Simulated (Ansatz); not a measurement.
The system is Bi2Te3 (Tellurobismuthite).

```
Bi Te
1.0
     2.19300    1.26613   10.16567
    -2.19300    1.26613   10.16567
     0.00000   -2.53226   10.16567
Bi Te
2 3
Cartesian
  0.0000 0.0000 18.2982
  0.0000 0.0000 12.1988
  0.0000 0.0000 24.1079
  0.0000 0.0000 6.3891
  0.0000 0.0000 0.0000
```

```yaml
Program: Ansatz 0.2.0
Task: relaxation of cell and atoms
Functional: PBE
Potentials_or_basis: JTH PAW
Cutoff: "1800 eV (not typed: the program's choice for these potentials)"
k_mesh: 7 × 7 × 7
Occupations: fermi-dirac, width 0.05 eV
Spin: no spin polarisation
```

At the start: volume 33.87 Å³/atom.

Problem. How do energy, volume and symmetry change on relaxing?

Solution. It ends after 8 steps and the volume is 36.31 Å³/atom (+7.2 %); space group R-3m (No. 166, to 0.05 Å).

Step by step:
```
step  energy change (eV)  largest force (eV/Å)  volume (Å³)
   1              0.0000                0.0297       169.36
   2             -0.0364                0.1968       180.31
   3             -0.0519                0.0382       178.27
   4             -0.0560                0.0549       179.18
   5             -0.0587                0.0318       180.36
   6             -0.0594                0.0065       181.34
   7             -0.0594                0.0010       181.57
   8             -0.0601                0.0010       181.57
```

Final structure:
```cif
data_structure
_symmetry_space_group_name_H-M 'P 1'
_symmetry_Int_Tables_number 1
_cell_length_a 10.9009
_cell_length_b 10.9009
_cell_length_c 10.9009
_cell_angle_alpha 23.548
_cell_angle_beta 23.548
_cell_angle_gamma 23.548
_cell_volume 181.57
loop_
_atom_site_label
_atom_site_type_symbol
_atom_site_fract_x
_atom_site_fract_y
_atom_site_fract_z
_atom_site_occupancy
Bi1 Bi 0.60215 0.60215 0.60215 1
Bi2 Bi 0.39785 0.39785 0.39785 1
Te1 Te 0.78537 0.78537 0.78537 1
Te2 Te 0.21463 0.21463 0.21463 1
Te3 Te 0.00000 0.00000 0.00000 1
```

Caveat: the plane-wave basis is chosen anew once the cell has moved, so the energies of steps on either side of that aren't comparable.
